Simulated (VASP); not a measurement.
Write the native input for VASP 6.6.1 that does the following.

* Task: band structure
* Functional: revPBE
* Potentials or basis: VASP PAW PBE potentials, release 64 (W_sv, C)
* Cutoff: 520 eV
* k mesh: 6 × 6 × 6
* Occupations: fermi-dirac, width 0.05 eV
* Spin: no spin polarisation
* Further INCAR settings: ALGO = Fast; EDIFF = 1e-06

WC:

```
W C
1.0
     0.00000    2.88680    2.88680
     2.88680    0.00000    2.88680
     2.88680    2.88680    0.00000
W C
2 2
Direct
  0.50000 0.50000 0.50000
  0.75000 0.75000 0.75000
  0.00000 0.00000 0.00000
  0.25000 0.25000 0.25000
```

The cell was built by a generator and needn't be a form met in nature.

One way to write it, as run:

POSCAR

```
WC
1.0
    0.0000000000      2.8868000000      2.8868000000
    2.8868000000      0.0000000000      2.8868000000
    2.8868000000      2.8868000000      0.0000000000
W C
2 2
Direct
    0.5000000000      0.5000000000      0.5000000000
    0.7500000000      0.7500000000      0.7500000000
    0.0000000000      0.0000000000      0.0000000000
    0.2500000000      0.2500000000      0.2500000000
```

INCAR.step1

```
SYSTEM = WC
ALGO     = Fast           ! electronic algorithm
EDIFF    = 1E-6           ! SCF threshold, eV
ENCUT    = 520            ! plane-wave cutoff, eV
GGA      = RE             ! functional
ISIF     = 2              ! what is computed and relaxed
ISMEAR   = -1             ! smearing method
LASPH    = .TRUE.         ! aspherical terms in the spheres
LCHARG   = .TRUE.         ! write CHGCAR
LMAXMIX  = 4              ! l up to which the mixer works
LREAL    = .FALSE.        ! projectors in reciprocal space
LWAVE    = .FALSE.        ! write WAVECAR
NELM     = 80             ! most SCF steps
PREC     = Accurate       ! precision mode
SIGMA    = 0.05           ! smearing width, eV
```

KPOINTS.step1

```
k-points
0
G
  6 6 6
  0 0 0
```

INCAR.step2

```
SYSTEM = WC
ALGO     = Fast           ! electronic algorithm
EDIFF    = 1E-6           ! SCF threshold, eV
ENCUT    = 520            ! plane-wave cutoff, eV
GGA      = RE             ! functional
ICHARG   = 11             ! starting density
ISIF     = 2              ! what is computed and relaxed
ISMEAR   = 0              ! smearing method
LASPH    = .TRUE.         ! aspherical terms in the spheres
LCHARG   = .FALSE.        ! write CHGCAR
LMAXMIX  = 4              ! l up to which the mixer works
LREAL    = .FALSE.        ! projectors in reciprocal space
LWAVE    = .FALSE.        ! write WAVECAR
NELM     = 80             ! most SCF steps
PREC     = Accurate       ! precision mode
SIGMA    = 0.05           ! smearing width, eV
```

KPOINTS.step2

```
path GXWKGLUWLK,UX
10
line-mode
reciprocal
 0.0000000000  0.0000000000  0.0000000000  G
 0.5000000000  0.0000000000  0.5000000000  X

 0.5000000000  0.0000000000  0.5000000000  X
 0.5000000000  0.2500000000  0.7500000000  W

 0.5000000000  0.2500000000  0.7500000000  W
 0.3750000000  0.3750000000  0.7500000000  K

 0.3750000000  0.3750000000  0.7500000000  K
 0.0000000000  0.0000000000  0.0000000000  G

 0.0000000000  0.0000000000  0.0000000000  G
 0.5000000000  0.5000000000  0.5000000000  L

 0.5000000000  0.5000000000  0.5000000000  L
 0.6250000000  0.2500000000  0.6250000000  U

 0.6250000000  0.2500000000  0.6250000000  U
 0.5000000000  0.2500000000  0.7500000000  W

 0.5000000000  0.2500000000  0.7500000000  W
 0.5000000000  0.5000000000  0.5000000000  L

 0.5000000000  0.5000000000  0.5000000000  L
 0.3750000000  0.3750000000  0.7500000000  K

 0.6250000000  0.2500000000  0.6250000000  U
 0.5000000000  0.0000000000  0.5000000000  X
```

Potentials or basis: VASP PAW PBE potentials, release 64 (W_sv, C).

The run is started by

```bash
$ cat potpaw_PBE.64/W_sv/POTCAR potpaw_PBE.64/C/POTCAR > POTCAR
$ cp INCAR.step1 INCAR
$ cp KPOINTS.step1 KPOINTS
$ mpirun -np 1 vasp_std > vasp.out
$ cp INCAR.step2 INCAR
$ cp KPOINTS.step2 KPOINTS
$ mpirun -np 1 vasp_std > vasp.out
```

It gave:

```
Band gap along the path : none (metal or under the smearing width)
```

Caveat: the log is that of the step along the path at fixed density, whose energy, stress, charges and moments have no meaning; spin-orbit coupling is left out, which moves the levels of the heavy elements.

It took 49 s on 1 thread of Intel(R) Xeon(R) 6975P-C (Granite Rapids), on a shared host, peak memory 0.22 GiB.
